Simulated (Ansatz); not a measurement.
# SiO2: input, output and frames of a trajectory

Theory: Ansatz, DFT PBE, scalar-relativistic, plane waves, PAW. Cutoff 420 eV, shifted (0.5, 0.5, 0.5 steps) 2×2×2 k-points, Fermi–Dirac smearing of 0.1 eV. The mesh is coarse. No spin polarisation.

18 atoms, starting at 1.04 times the perfect crystal's volume (space group Fd-3m, the cell as given, not relaxed at this level); Langevin thermostat at 1200 K (friction 0.05 fs⁻¹), fixed cell; 71 steps of 4 fs. The run is short and not equilibrated. The time step is on the long side.

The run converged.

It took 4.5 min on 4 threads of Arm Neoverse N1, on a shared host, peak memory 0.66 GiB.

Command:
```bash
ansatz run input.yaml --threads 4 --pin off --max-ram 5120MiB --backend cpu --events-out ev --progress --plain --runs-dir out
```

Input:
```yaml
crystal:
  lattice:
    - [0.0, 3.6068474776, -3.6068474776]
    - [7.2136949552, 0.0, 0.0]
    - [-3.6068474776, -7.2136949552, -3.6068474776]
  atoms:
    - { symbol: Si, position: [0.0, 0.5, 0.0] }
    - { symbol: Si, position: [0.3333333333, 0.8333333333, 0.6666666667] }
    - { symbol: Si, position: [0.6666666667, 0.1666666667, 0.3333333333] }
    - { symbol: Si, position: [0.8333333333, 0.5833333333, 0.6666666667] }
    - { symbol: Si, position: [0.1666666667, 0.9166666667, 0.3333333333] }
    - { symbol: Si, position: [0.5, 0.25, 0.0] }
    - { symbol: O, position: [0.9166666667, 0.5416666667, 0.8333333333] }
    - { symbol: O, position: [0.25, 0.875, 0.5] }
    - { symbol: O, position: [0.5833333333, 0.2083333333, 0.1666666667] }
    - { symbol: O, position: [0.0833333333, 0.7083333333, 0.1666666667] }
    - { symbol: O, position: [0.4166666667, 0.0416666667, 0.8333333333] }
    - { symbol: O, position: [0.75, 0.375, 0.5] }
    - { symbol: O, position: [0.75, 0.375, 0.0] }
    - { symbol: O, position: [0.0833333333, 0.7083333333, 0.6666666667] }
    - { symbol: O, position: [0.4166666667, 0.0416666667, 0.3333333333] }
    - { symbol: O, position: [0.25, 0.375, 0.0] }
    - { symbol: O, position: [0.5833333333, 0.7083333333, 0.6666666667] }
    - { symbol: O, position: [0.9166666667, 0.0416666667, 0.3333333333] }
basis:
  ecutwfc: 420
kpoints:
  mp_grid: { grid: [2, 2, 2], shift: [0.5, 0.5, 0.5] }
hamiltonian:
  xc: pbe
scf:
  occupations: { method: fermi_dirac, width: 0.1034 }
  lower_state_search: "off"
  convergence: { dr2_threshold: 1.0e-07 }
output:
  forces: true
  stress: true
md:
  timestep: 4.0
  n_steps: 71
  ensemble: nvt_langevin
  temperature: 1200.0
  initial_velocities: maxwell_boltzmann
  seed: 89077
  friction: 0.05
```

Output (its end):
```
...
SCF converged after 8 iterations
Free energy (F): -10640.669632 eV
Harris-Foulkes:  -10640.669632 eV  (|F-HF|=3.91e-8)
Internal energy: -10640.669632 eV  (E = F + TS)
E sigma→0 (E₀):  -10640.669632 eV
Fermi energy:    3.845735 eV
--- Per-component energies (eV) ---
  E_band       = -592.451363
  E_kinetic    = 2423.573555
  E_local      = -7426.742006  (includes V_loc(G=0)·N_el)
  E_nonlocal   = 725.186857
  E_hartree    = 2785.643240
  E_xc         = -1226.971486
  E_vxc        = -1424.187367  (∫ρ·V_xc dr)
  E_paw        = -4989.354832  (= ΣΔE_a)
  E_vpaw       = -461.612093  (= ΣTr[D̂ρ^β])
  E_aug_tail   = 0.030943  (compensation charges beyond the density's cutoff)
  E_ewald      = -2932.035903
  E_smearing   = -0.000000  (= −TS)
  E_closure    = 0.000000  (closes the sum)
  Σ components = -10640.669632   (vs F -10640.669632, Δ=0.00e0)
--- Forces (eV/Å), atoms counted from 1 ---
  atom   1  Si     0.02641447     3.20394762     4.42118667
  atom   2  Si    -4.93286610     0.19807066     0.88856975
  atom   3  Si    -4.21783999     1.74859575     5.27623574
  atom   4  Si     1.42443234     1.12963423     1.39037952
  atom   5  Si     1.99295993    -0.95820987     0.33333508
  atom   6  Si     2.43142089     2.62590005    -1.16537167
  atom   7  O     -2.91295193    -1.70726677    -2.33701294
  atom   8  O      3.94885517     3.48991449     3.87919870
  atom   9  O     -0.98905899    -1.45112848    -0.60244380
  atom  10  O      2.75913282    -5.19498268    -4.60438377
  atom  11  O      0.04664397    -1.97098840    -0.90617128
  atom  12  O      1.67853961    -3.85388569    -4.17047705
  atom  13  O     -1.21324115     1.37802358     0.15343523
  atom  14  O      0.61871531     0.81180385    -0.80505224
  atom  15  O      1.17907037     0.11453204    -1.77261723
  atom  16  O     -0.06957753    -0.53821637     2.18102603
  atom  17  O      0.16615053    -0.65896031     0.33806666
  atom  18  O     -1.93683617     1.63322117    -2.49788737
  max |Σ_I F_I| component: 3.64e-5 eV/Å
--- Stress (GPa, compression-positive) ---
        6.767225      -2.905607      -0.274035
       -2.905612      10.510895       5.735862
       -0.274037       5.735863       6.833698
  P = ⅓ Tr σ = 8.0373 GPa (80.373 kbar)
--- MD trajectory: 71 steps, t = 0.0 → 284.0 fs ---
  final state: T = 861.6 K   F+E_penalty+E_count = -10640.66963172 eV   E_kin = 2.004658 eV
```

Frames along the run (Å, eV/Å; dE is the potential energy from the first frame):

```xyz
18
Lattice="0.000 3.607 -3.607 7.214 0.000 0.000 -3.607 -7.214 -3.607" Properties=species:S:1:pos:R:3:forces:R:3 pbc="T T T" time_fs=0.00 dE_eV=0.0000 T_K=1133
Si    3.607    0.000    0.000    0.012    0.000    0.000
Si    3.607   -3.607   -3.607    0.012    0.000    0.000
Si    0.000    0.000   -3.607    0.012    0.000    0.000
Si    1.803   -1.803   -5.410   -0.012    0.000    0.000
Si    5.410   -1.803   -1.803   -0.012    0.000    0.000
Si    1.803    1.803   -1.803   -0.012    0.000    0.000
O     0.902   -2.705   -6.312    0.000    0.000    0.000
O     4.509   -2.705   -2.705    0.000    0.000    0.000
O     0.902    0.902   -2.705    0.000    0.000    0.000
O     4.509   -0.902   -0.902    0.000    0.000    0.000
O    -2.705   -4.509   -4.509    0.000    0.000    0.000
O     0.902   -0.902   -4.509    0.000    0.000    0.000
O     2.705    2.705   -2.705    0.000    0.000    0.000
O     2.705   -4.509   -2.705    0.000    0.000    0.000
O    -0.902   -0.902   -2.705    0.000    0.000    0.000
O     2.705    0.902   -0.902    0.000    0.000    0.000
O     2.705   -2.705   -4.509    0.000    0.000    0.000
O    -0.902    0.902   -4.509    0.000    0.000    0.000
18
Lattice="0.000 3.607 -3.607 7.214 0.000 0.000 -3.607 -7.214 -3.607" Properties=species:S:1:pos:R:3:forces:R:3 pbc="T T T" time_fs=24.00 dE_eV=1.6454 T_K=1290
Si    3.749   -0.023   -0.094   -9.095    4.494    4.972
Si    3.634   -3.678   -3.571   -3.122   -2.411   -0.606
Si   -0.044   -0.019   -3.517    2.021    2.439    0.383
Si    1.723   -1.798   -5.336    0.968   -2.300    1.695
Si    5.413   -1.844   -1.823    0.269   -1.731    0.594
Si    1.827    1.773   -1.786    0.855    3.434   -1.135
O     0.834   -2.749   -6.261    2.326    1.262    1.961
O     4.543   -2.841   -2.730    4.013    3.032    3.471
O     1.072    0.787   -2.694   -1.746   -2.551   -1.024
O     4.508   -0.856   -0.980    3.762   -5.187   -4.299
O    -2.894   -4.589   -4.608    1.403   -1.811   -0.929
O     0.684   -1.042   -4.384    2.101   -2.282   -2.290
O     2.549    2.803   -2.833    0.865    0.642   -1.136
O     2.702   -4.508   -2.566   -0.038   -0.377    0.638
O    -1.083   -0.812   -2.734   -1.144   -0.414    0.833
O     2.995    1.184   -0.967    1.476   -1.836    1.486
O     2.635   -2.809   -4.339   -3.228    3.606   -2.930
O    -0.769    0.992   -4.459   -1.687    1.992   -1.686
18
Lattice="0.000 3.607 -3.607 7.214 0.000 0.000 -3.607 -7.214 -3.607" Properties=species:S:1:pos:R:3:forces:R:3 pbc="T T T" time_fs=52.00 dE_eV=1.0594 T_K=1377
Si    3.624    0.063   -0.134   -2.479    0.674   -0.807
Si    3.545   -3.750   -3.564    2.225   -2.735    1.360
Si    0.084   -0.028   -3.590    1.077    1.306    2.071
Si    1.693   -1.909   -5.319    1.364   -2.180    0.231
Si    5.534   -1.860   -1.968   -2.648   -1.305    3.285
Si    1.930    1.849   -1.856    2.505    0.291   -0.410
O     0.894   -2.871   -6.293    2.738    2.038    3.594
O     4.747   -3.058   -2.773    1.455    2.522    1.609
O     1.282    0.549   -2.478   -2.698   -1.897   -2.477
O     4.532   -0.965   -0.815    3.216   -4.419   -3.826
O    -2.724   -4.623   -4.605   -3.100    0.966    2.020
O     0.825   -1.256   -4.201   -0.814   -0.190   -0.059
O     2.449    2.890   -2.976   -0.936    0.173   -0.563
O     2.765   -4.533   -2.317    0.813    1.242   -2.294
O    -1.198   -0.659   -2.836    0.615    1.208   -0.647
O     3.255    1.422   -0.969   -1.320   -0.493   -0.971
O     2.629   -2.824   -4.338   -1.634    0.934   -1.443
O    -0.514    0.890   -4.749   -0.378    1.866   -0.673
18
Lattice="0.000 3.607 -3.607 7.214 0.000 0.000 -3.607 -7.214 -3.607" Properties=species:S:1:pos:R:3:forces:R:3 pbc="T T T" time_fs=76.00 dE_eV=1.4016 T_K=1051
Si    3.630    0.072   -0.130   -3.962   -2.720   -3.573
Si    3.698   -3.909   -3.543   -1.443    0.060    0.739
Si    0.062   -0.061   -3.596    0.969   -0.124    0.927
Si    1.805   -1.996   -5.269    0.730   -4.070    0.415
Si    5.556   -1.836   -1.892   -0.613   -2.035   -0.752
Si    1.943    1.808   -1.945   -2.685   -1.613    0.161
O     0.933   -3.095   -6.244    3.296    2.794    4.588
O     4.795   -3.101   -2.783    2.839    2.621    2.639
O     1.015    0.320   -2.289    1.492    2.277   -1.015
O     4.484   -1.136   -0.907   -0.803    0.646    0.202
O    -2.879   -4.733   -4.711    1.455   -1.536   -0.360
O     0.890   -1.337   -4.191   -1.699    1.288    0.116
O     2.114    2.774   -3.257    3.192    1.138   -0.120
O     2.743   -4.579   -2.376    0.975    0.385   -1.340
O    -1.305   -0.717   -3.014   -0.031   -0.034    0.289
O     3.217    1.529   -0.902   -0.549   -1.800   -1.010
O     2.704   -3.061   -4.395   -2.049    2.363   -1.370
O    -0.332    1.115   -4.670   -1.114    0.358   -0.537
18
Lattice="0.000 3.607 -3.607 7.214 0.000 0.000 -3.607 -7.214 -3.607" Properties=species:S:1:pos:R:3:forces:R:3 pbc="T T T" time_fs=104.00 dE_eV=1.6044 T_K=1112
Si    3.691   -0.076   -0.167   -1.694    0.839   -1.739
Si    3.695   -3.893   -3.448    2.410   -0.629   -1.808
Si    0.029   -0.120   -3.537    0.854   -2.703   -3.307
Si    1.883   -2.110   -5.308   -0.290    1.434   -1.418
Si    5.566   -1.999   -1.759    0.337   -0.782   -2.723
Si    1.892    1.754   -2.072   -0.694   -0.251    2.958
O     1.234   -3.025   -6.516    0.843    0.554    1.735
O     5.183   -3.280   -2.992   -1.138    2.111    3.177
O     1.045    0.433   -2.505    2.378    0.150    0.874
O     4.449   -1.380   -0.754    0.318   -0.899   -1.679
O    -2.909   -5.010   -4.512    0.928    0.441   -1.158
O     0.757   -1.350   -4.532   -2.844    2.622    2.154
O     2.238    2.753   -3.383    0.599    0.005    2.454
O     2.741   -4.422   -2.302    0.118   -2.044    1.257
O    -1.217   -0.899   -2.946   -1.151   -0.402    2.000
O     3.262    1.253   -1.126   -1.355   -0.494   -1.318
O     2.596   -3.011   -4.238    1.406   -0.019    0.052
O    -0.404    1.201   -4.368   -1.025    0.067   -1.511
18
Lattice="0.000 3.607 -3.607 7.214 0.000 0.000 -3.607 -7.214 -3.607" Properties=species:S:1:pos:R:3:forces:R:3 pbc="T T T" time_fs=128.00 dE_eV=1.2696 T_K=1194
Si    3.806   -0.127   -0.171   -1.539    0.987   -0.666
Si    3.824   -3.958   -3.561    0.156    2.752    4.505
Si    0.053   -0.197   -3.474   -0.198    2.295   -0.389
Si    1.876   -1.915   -5.255    0.001   -1.381    2.004
Si    5.587   -2.108   -1.781   -0.407    0.375   -1.678
Si    1.959    1.786   -1.995    1.370   -2.605    0.323
O     1.295   -3.088   -6.311    0.011    0.630   -0.180
O     5.215   -3.242   -2.856   -1.803   -1.663   -0.809
O     1.392    0.389   -2.607   -2.501   -1.405   -1.686
O     4.473   -1.464   -0.855   -2.606    1.609    1.501
O    -2.841   -4.952   -4.642   -0.665   -0.393    0.112
O     0.438   -1.232   -4.639    3.077   -1.895   -1.041
O     2.330    2.941   -3.024    2.192    1.546   -1.261
O     3.015   -4.406   -2.066   -0.194   -1.686   -1.867
O    -1.263   -0.880   -2.767    1.971    2.071   -0.455
O     3.316    1.149   -1.287    0.843   -1.200    2.138
O     2.753   -2.837   -3.960   -1.877    1.670   -3.001
O    -0.459    1.131   -4.425    2.168   -1.707    2.450
18
Lattice="0.000 3.607 -3.607 7.214 0.000 0.000 -3.607 -7.214 -3.607" Properties=species:S:1:pos:R:3:forces:R:3 pbc="T T T" time_fs=156.00 dE_eV=0.6708 T_K=1256
Si    3.838   -0.030    0.050   -0.317   -2.074   -3.201
Si    3.677   -3.706   -3.412    2.511   -1.630   -1.045
Si    0.112   -0.138   -3.638   -0.501    3.695    3.084
Si    1.881   -1.993   -5.167    0.440    1.223    0.281
Si    5.562   -1.958   -1.817   -2.167    3.067    0.593
Si    2.062    1.838   -1.827   -3.006   -3.114   -0.530
O     1.353   -3.213   -6.093    0.198    0.165   -0.080
O     5.044   -3.069   -2.771   -2.280   -2.747   -2.233
O     1.330    0.509   -2.761    0.859    1.324    1.124
O     4.299   -1.386   -0.865    1.368    1.245    0.030
O    -2.979   -4.840   -4.662    1.067    1.294    1.322
O     0.579   -1.216   -4.597    2.446   -3.996   -3.377
O     2.502    2.901   -2.945   -0.131    1.044    1.085
O     2.905   -4.570   -2.297   -0.661   -0.205   -0.516
O    -1.051   -0.842   -2.802   -0.454    0.892    0.935
O     3.403    1.150   -1.054   -1.168    0.834    0.556
O     2.807   -2.456   -3.924   -0.538   -0.882   -0.218
O    -0.555    0.950   -4.619    2.334   -0.135    2.190
18
Lattice="0.000 3.607 -3.607 7.214 0.000 0.000 -3.607 -7.214 -3.607" Properties=species:S:1:pos:R:3:forces:R:3 pbc="T T T" time_fs=180.00 dE_eV=1.5299 T_K=923
Si    3.844    0.020    0.027   -0.948   -2.710   -1.870
Si    3.598   -3.724   -3.405    3.886   -0.746   -0.439
Si    0.308   -0.052   -3.627   -4.613    1.857    0.789
Si    1.960   -2.079   -5.112   -3.066    2.537   -1.826
Si    5.555   -1.926   -1.878    0.229    1.505   -0.273
Si    1.918    1.873   -1.831    1.852    0.235    3.773
O     1.435   -3.189   -6.164    0.014   -0.666    0.353
O     4.953   -3.094   -2.781   -0.547   -0.867   -0.490
O     1.451    0.755   -2.794   -1.342   -3.000   -1.668
O     4.335   -1.381   -0.975   -1.171    2.773    2.209
O    -2.942   -4.614   -4.646   -0.226   -0.980    0.295
O     0.584   -1.276   -4.538    3.425   -3.164   -2.132
O     2.502    3.003   -2.697    3.191    3.931   -3.107
O     2.727   -4.619   -2.459   -0.332   -0.196    0.521
O    -0.882   -0.722   -2.670    0.222    0.854    0.252
O     3.511    1.250   -1.042   -2.993   -0.032    0.599
O     2.884   -2.384   -3.887   -0.574   -0.355    0.136
O    -0.540    0.932   -4.690    2.993   -0.976    2.880
18
Lattice="0.000 3.607 -3.607 7.214 0.000 0.000 -3.607 -7.214 -3.607" Properties=species:S:1:pos:R:3:forces:R:3 pbc="T T T" time_fs=208.00 dE_eV=0.8913 T_K=1291
Si    3.841    0.041   -0.042   -4.000   -1.533   -0.666
Si    3.766   -3.735   -3.432    2.721    0.624   -1.293
Si    0.106   -0.191   -3.599    4.090    3.095   -0.265
Si    1.964   -2.020   -5.256   -0.342   -3.101   -0.308
Si    5.559   -1.830   -1.722    1.794   -1.106   -0.025
Si    2.015    1.864   -1.850   -1.546    1.207   -1.788
O     1.449   -3.403   -6.276    2.205    2.849    2.152
O     5.152   -2.875   -2.877   -1.994   -1.941   -0.622
O     1.569    0.681   -2.975   -1.131   -0.359    0.853
O     4.225   -1.325   -1.044   -1.404    2.476    1.715
O    -2.955   -4.692   -4.644    1.884   -1.335   -0.487
O     0.656   -1.354   -4.630   -1.205    1.017    0.518
O     2.433    3.315   -2.675    1.864   -1.556   -0.791
O     2.797   -4.690   -2.616    0.090   -0.014    1.351
O    -0.644   -0.711   -2.330   -1.332    0.088    0.296
O     3.299    1.346   -0.948    0.241   -0.676    0.347
O     2.800   -2.595   -3.976   -0.919    1.297   -1.289
O    -0.542    1.089   -4.348   -1.016   -1.031    0.302
18
Lattice="0.000 3.607 -3.607 7.214 0.000 0.000 -3.607 -7.214 -3.607" Properties=species:S:1:pos:R:3:forces:R:3 pbc="T T T" time_fs=232.00 dE_eV=1.1032 T_K=1115
Si    3.771    0.073    0.061   -3.875   -0.015   -4.506
Si    3.983   -3.845   -3.515   -1.123    3.576    2.159
Si    0.337   -0.167   -3.512   -2.580   -0.561   -1.192
Si    1.966   -2.200   -5.344    2.390    3.834    3.155
Si    5.571   -1.755   -1.624    1.470   -1.218   -1.704
Si    1.981    1.874   -1.924    1.703   -3.941   -0.223
O     1.486   -3.301   -6.388    1.734    0.535    1.348
O     5.297   -2.764   -3.022   -1.998   -1.112    1.333
O     1.621    0.615   -2.974    0.768    0.842    0.813
O     4.173   -1.138   -0.958    1.751   -1.065   -1.240
O    -2.826   -4.816   -4.685   -1.209   -0.579    0.293
O     0.606   -1.436   -4.654    1.283    0.657    0.586
O     2.480    3.059   -2.790    1.172    2.751   -1.096
O     2.963   -4.622   -2.478   -0.165   -1.263    0.512
O    -0.549   -0.580   -2.169   -0.764   -1.152   -0.111
O     3.196    1.369   -0.941    0.904   -1.439    1.675
O     2.933   -2.703   -4.080   -1.120   -0.015   -1.780
O    -0.692    0.916   -4.252   -0.342    0.165   -0.021
18
Lattice="0.000 3.607 -3.607 7.214 0.000 0.000 -3.607 -7.214 -3.607" Properties=species:S:1:pos:R:3:forces:R:3 pbc="T T T" time_fs=260.00 dE_eV=1.6752 T_K=998
Si    3.768    0.068   -0.058   -1.104   -1.701    0.163
Si    3.841   -3.750   -3.403    3.630   -3.000   -2.584
Si    0.263   -0.248   -3.553    2.535    1.091   -4.298
Si    2.105   -2.085   -5.365   -0.210   -2.514    2.943
Si    5.669   -1.826   -1.682   -1.500    1.404   -1.508
Si    1.983    1.619   -2.019   -1.832    1.239   -0.242
O     1.464   -3.071   -6.470    0.529    0.559    1.016
O     5.047   -2.884   -2.777    1.145    0.044    0.476
O     1.738    0.372   -3.184   -0.542    2.645    2.286
O     4.424   -1.041   -0.995    0.886   -1.367   -1.703
O    -2.887   -4.823   -4.768    0.589   -0.339    1.052
O     0.978   -1.522   -4.430   -4.427    2.311    0.858
O     2.600    2.856   -2.832    1.104    1.906   -1.123
O     2.966   -4.619   -2.435    1.407    1.183   -0.239
O    -0.429   -0.708   -2.275   -3.013   -2.413    2.866
O     3.131    1.209   -0.997    0.663   -0.419    1.233
O     2.995   -2.687   -4.058   -3.033    2.692   -3.864
O    -0.795    0.924   -4.246    3.172   -3.323    2.667
18
Lattice="0.000 3.607 -3.607 7.214 0.000 0.000 -3.607 -7.214 -3.607" Properties=species:S:1:pos:R:3:forces:R:3 pbc="T T T" time_fs=284.00 dE_eV=2.1707 T_K=862
Si    3.762   -0.041   -0.125    0.026    3.204    4.421
Si    3.947   -3.838   -3.591   -4.933    0.198    0.889
Si    0.420   -0.177   -3.617   -4.218    1.749    5.276
Si    2.024   -2.046   -5.302    1.424    1.130    1.390
Si    5.649   -1.917   -1.729    1.993   -0.958    0.333
Si    1.947    1.647   -1.916    2.431    2.626   -1.165
O     1.406   -3.020   -6.311   -2.913   -1.707   -2.337
O     5.085   -3.072   -2.911    3.949    3.490    3.879
O     1.694    0.581   -3.031   -0.989   -1.451   -0.602
O     4.672   -0.897   -0.928    2.759   -5.195   -4.604
O    -2.768   -4.657   -4.834    0.047   -1.971   -0.906
O     0.848   -1.396   -4.349    1.679   -3.854   -4.170
O     2.826    2.657   -2.861   -1.213    1.378    0.153
O     3.037   -4.653   -2.474    0.619    0.812   -0.805
O    -0.474   -0.845   -2.244    1.179    0.115   -1.773
O     3.171    1.124   -1.059   -0.070   -0.538    2.181
O     2.964   -2.689   -4.177    0.166   -0.659    0.338
O    -0.706    0.801   -4.131   -1.937    1.633   -2.498
```